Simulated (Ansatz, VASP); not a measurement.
## One calculation of Cr, two programs

```xyz
1
Lattice="-1.4342 1.4342 1.4342 1.4342 -1.4342 1.4342 1.4342 1.4342 -1.4342" Properties=species:S:1:pos:R:3 pbc="T T T"
Cr    0.0000    0.0000    0.0000
```

Alike in both runs: functional RPBE; k mesh 15 × 15 × 15; occupations fermi-dirac, width 0.1 eV; no spin polarisation.

Ansatz relaxed the structure, and its values are those at the end. VASP's run is a single point on that final structure, the one shown.

|  | VASP | Ansatz |
| --- | --- | --- |
| version | VASP 6.6.1 | Ansatz 0.2.0 |
| potentials or method | VASP PAW PBE potentials, release 64 (Cr_pv) | plane waves (420 eV) with PAW, scalar-relativistic |
| plane-wave cutoff (eV) | 520 | 420 |
| valence electrons in the cell | 12 | 14 |

```tsv
	VASP	Ansatz	Ansatz less VASP
pressure (GPa)	-0.4	0.0	+0.43
```

The two sets of potentials don't hold the same shells in valence.

Caveats: the PAW data sets were made with another functional, which shifts forces and pressure a little (VASP); the run has no spin polarisation, though such a crystal can be magnetic. Spin polarisation is off, so any magnetic state and its effect on volume and gap are missing.
